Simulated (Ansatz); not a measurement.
RbBr built on the zincblende prototype, relaxed with r2SCAN in the PAW code Ansatz. Space group F-43m (No. 216), cubic; a = 7.739 Å in the conventional setting, 57.94 Å³ an atom. Rb is surrounded by 4 Br at 3.35 Å; Br is surrounded by 4 Rb at 3.35 Å.

The axes x, y and z are those of this cell:
```xyz
2
Lattice="0.0000 3.8695 3.8695 3.8695 0.0000 3.8695 3.8695 3.8695 0.0000" Properties=species:S:1:pos:R:3 pbc="T T T"
Rb    0.0000    0.0000    0.0000
Br    1.9347    1.9347    1.9347
```

Unstrained: PBE gives an indirect gap of 4.075 eV, from X to Γ; the least direct gap is 4.163 eV at Γ. The r2SCAN gap is indirect, 4.649 eV (X to Γ), below the direct gap of 4.734 eV at Γ. HSE06 gives an indirect gap of 5.172 eV, from X to Γ; the least direct gap is 5.261 eV at Γ. Meshes: PBE 6×6×6, r2SCAN 6×6×6, HSE06 4×4×4. Strains are changes of length per length. After each strain the atoms were relaxed again with r2SCAN in this cell and within any symmetry left, so distortions that break it or need a larger cell weren't tested; points keep the names that they have in the unstrained zone. Under uniaxial strain the other axes carry as much stress as the strained one: the cell is very soft in shear and may be mechanically unstable. No spin polarisation. The prototype was imposed, so other structures may be more stable.

**Question.** Estimate what uniaxial +0.5 % along [111], other directions held does to the gap.

**Answer.** PBE: the gap goes from 4.075 to 4.067 eV (-0.008 eV). r2SCAN: the gap goes from 4.649 to 4.642 eV (-0.007 eV). HSE06: the gap goes from 5.172 to 5.163 eV (-0.009 eV). The r2SCAN energy rises by 0.1 meV an atom.

**Question.** Apply uniaxial -2.0 % along x, other directions held. How far does the gap move, against the unstrained cell?

**Answer.** PBE: the gap goes from 4.075 to 4.097 eV (+0.022 eV). r2SCAN: the gap goes from 4.649 to 4.665 eV (+0.016 eV). HSE06: the gap goes from 5.172 to 5.197 eV (+0.024 eV). The r2SCAN energy rises by 0.7 meV an atom.

**Question.** Apply uniaxial -1.5 % along z, other directions held. How far does the gap move, against the unstrained cell?

**Answer.** PBE: the gap goes from 4.075 to 4.091 eV (+0.016 eV). r2SCAN: the gap goes from 4.649 to 4.661 eV (+0.012 eV). HSE06: the gap goes from 5.172 to 5.191 eV (+0.018 eV). The r2SCAN energy rises by 0.4 meV an atom.

**Question.** Estimate what isotropic +4.0 % on every length does to the gap.

**Answer.** PBE: the gap goes from 4.075 to 3.908 eV (-0.167 eV). r2SCAN: the gap goes from 4.649 to 4.520 eV (-0.129 eV). HSE06: the gap goes from 5.172 to 4.989 eV (-0.183 eV). The r2SCAN energy rises by 19.5 meV an atom.

**Question.** Estimate what epitaxial -2.5 % in the xy plane, free normal strain +4.46 % does to the gap.

**Answer.** PBE: the gap goes from 4.075 to 4.052 eV (-0.023 eV). r2SCAN: the gap goes from 4.649 to 4.624 eV (-0.025 eV). HSE06: the gap goes from 5.172 to 5.149 eV (-0.023 eV). The r2SCAN energy rises by 0.3 meV an atom.

The runs are scalar-relativistic, without spin-orbit coupling.

The meshes of the hybrids are coarse, so their gaps aren't converged to the digits shown.

For some runs the program warns that the potential is rough where the density is thin, which bears on the empty states there.
